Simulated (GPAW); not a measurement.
The system is MnO.

```
Mn O
1.0
     0.00000    2.22200    2.22200
     2.22200    0.00000    2.22200
     2.22200    2.22200    0.00000
Mn O
1 1
Direct
  0.00000 0.00000 0.00000
  0.50000 0.50000 0.50000
```

Program: GPAW 26.7.0. Alike in all runs: task single point; potentials or basis GPAW PAW data sets (gpaw-data 1.2.1), pw; spin collinear, ferromagnetic start; cell as given; k mesh 7 × 7 × 7; cutoff (eV) 800; smearing fermi-dirac 0.05 eV.

Problem. Order these runs on this cell by their band gap on the k mesh, lowest first.
A. level r2SCAN+U; U Mn d U = 2 eV
B. level r2SCAN+U; U Mn d U = 6 eV
C. level r2SCAN
D. level r2SCAN+U; U Mn d U = 5 eV
E. level r2SCAN+U; U Mn d U = 3 eV

Solution. C (metal), A (0.45 eV), E (0.72 eV), D (1.20 eV), B (1.40 eV).

Caveats: a cell with one magnetic atom can't hold antiferromagnetic order, which such compounds often take; an odd mesh through Γ misses points on the zone boundary, where band edges often lie (some runs); semilocal functionals often make such compounds metallic where correlation or magnetic order opens a gap, which also shifts bond lengths (some runs).
